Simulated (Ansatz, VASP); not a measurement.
# Os: VASP beside Ansatz

```
Os
1.0
     3.53036    0.00000    0.00000
    -1.76518    3.05738    0.00000
     0.00000    0.00000    4.00531
Os
3
Cartesian
  0.7957 0.0000 1.3351
  -0.3979 0.6891 2.6702
  1.3673 2.3682 0.0000
```

Alike in both runs: task single point; functional PBEsol; k mesh 6 × 6 × 4; occupations gaussian, width 0.1 eV; no spin polarisation.

|  | VASP | Ansatz |
| --- | --- | --- |
| version | VASP 6.6.1 | Ansatz 0.2.0 |
| potentials or method | VASP PAW PBE potentials, release 64 (Os) | scalar-relativistic, plane waves, PAW |
| plane-wave cutoff (eV) | 520 | 420 |
| valence electrons in the cell | 24 | 48 |

```csv
,VASP,Ansatz,Ansatz less VASP
gap on the k mesh at the Fermi level (eV),none,none,-
rms of the force components (eV/Å),14.714,16.727,+2.0136
```

Atom by atom the forces differ by 2.014 eV/Å (rms over components). A gap of «none» marks a metal or a gap that the smearing closes. The functional is the same, so the differences come from potentials, cutoffs and numerics. The two sets of potentials don't hold the same shells in valence.

Caveats: the k mesh is coarse (spacing up to 0.39 Å⁻¹), so the values aren't converged; the PAW data sets were made with another functional, which shifts forces and pressure a little (VASP). Spin-orbit coupling is left out, which matters for the levels of Os.
